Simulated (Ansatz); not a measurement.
# TiSe2: the cell at several levels of theory, part 3 of 3

Ansatz 0.2.0, plane waves. The steps go on from the part before.

## (4) Relaxation with PBE-D4

The input, input.yaml:

```yaml
crystal:
  lattice:
    - [3.4770151385, 0.0, 0.0]
    - [-1.7385075692, 3.0111834393, 0.0]
    - [0.0, 0.0, 5.8963749395]
  atoms:
    - { symbol: Ti, position: [0.0, 0.0, 0.0] }
    - { symbol: Se, position: [0.3333333333, 0.6666666667, 0.2640294767] }
    - { symbol: Se, position: [0.6666666667, 0.3333333333, 0.7359705233] }
kpoints:
  mp_grid: { grid: [12, 12, 4] }
hamiltonian:
  xc: pbe
  dispersion: d4
scf:
  occupations: { method: fermi_dirac, width: 0.02 }
relax:
  f_tol: 0.005
  cell: {}
```

Command:

```bash
$ ansatz run input.yaml --threads 4 --pin off --max-ram 7372MiB --backend cpu --events-out ev --progress --plain --runs-dir out
```

Standard output (excerpt; [...] marks lines left out):

```text
Warning: RAYON_NUM_THREADS=4 ignored (pool sized by the plan → 4); use --threads N
[...]
Pseudopotentials: kind: paw
Pseudopotential: Ti, paw, valence charge 12, recommended cutoff 420 eV (normal), Ti.paw.azcp
Pseudopotential: Se, paw, valence charge 16, recommended cutoff 420 eV (normal), Se.paw.azcp
Functional definition: PBE
[...]
Crystal: 3 atoms, lattice volume = 61.735 Å³
[...]
  cell:  # Å, volume = 63.0000 Å³
    - [3.5037211690926386, -2.9089299949111154e-11, -8.158341667050823e-19]
    - [-1.7518605845211275, 3.0343115402260827, 1.6316683334101717e-18]
    - [-1.3835039376161778e-18, 2.3962991124687823e-18, 5.9258554221255855]
  atoms:
    - { symbol: Ti, position: [-9.66716966959726e-35, -1.3324840986804608e-35, 4.903361511030108e-20] }
    - { symbol: Se, position: [0.3333333333333333, 0.6666666666666666, 0.26096701776962083] }
    - { symbol: Se, position: [0.6666666666666665, 0.33333333333333326, 0.7390329822303789] }
```

Run time: 7.9 s. Hardware: 4 threads of Intel Xeon Platinum 8375C at 2.90GHz (Ice Lake), shared host; peak memory 0.52 GiB.

The path of the relaxation:

```tsv
step	energy change (meV/atom)	largest force (eV/Å)	pressure (GPa)	volume (Å³/atom)
1	0.0	0.0166	0.85	20.578
2*	0.9	0.1698	-0.16	21.470
3	-1.2	0.0313	-0.08	20.964
4	-1.2	0.0006	0.00	21.000
5	-1.3	0.0007	0.00	21.000
```

A star marks a trial step that the optimiser took back.

The table lists every geometry solved, with passes on a fresh basis, whose energies don't compare exactly with the rows above.

|  | before | after | change |
| --- | --- | --- | --- |
| a (Å) | 3.477 | 3.504 | +0.77 % |
| c (Å) | 5.896 | 5.926 | +0.50 % |
| volume (Å³/atom) | 20.578 | 21.000 | +2.05 % |
| shortest distance (Å) | 2.540 | 2.546 | +0.23 % |
| space group | P-3m1 | P-3m1 | same |

## (5) The cells side by side

What follows sums up all 3 parts.

```
       level  a (Å)  c (Å)  volume (Å³/atom)  space group  SCF geometries
  PBE-D3(BJ)  3.477  5.896            20.578        P-3m1               8
r2SCAN+rVV10  3.541  6.091            22.043        P-3m1               7
      PBE-D4  3.504  5.926            21.000        P-3m1               5
```

What this shows: From the start to the first minimum the volume moved by -33.4 %. PBE-D3(BJ) gives the smallest cell and r2SCAN+rVV10 the largest; they differ by 7.1 % in volume, a mean of 2.3 % in length. A measured a is 3.5395 Å (300 K; “Effect of Cu intercalation and pressure on excitonic interaction in 1T-TiSe2”, 2019, arxiv:1902.02046); the misses are PBE-D3(BJ) -1.8 %, r2SCAN+rVV10 +0.0 %, PBE-D4 -1.0 %. A measured c is 6.0041 Å (a printed reference work, data compilation); the misses are PBE-D3(BJ) -1.8 %, r2SCAN+rVV10 +1.4 %, PBE-D4 -1.3 %. 3 values of this kind are on record (6.0041 to 6.011 Å); this one was drawn at random. The calculation is for a static lattice, without the thermal expansion and zero-point motion that a measured cell holds. The meshes differ: PBE-D3(BJ) 6×6×4, r2SCAN+rVV10 12×12×4, PBE-D4 12×12×4.
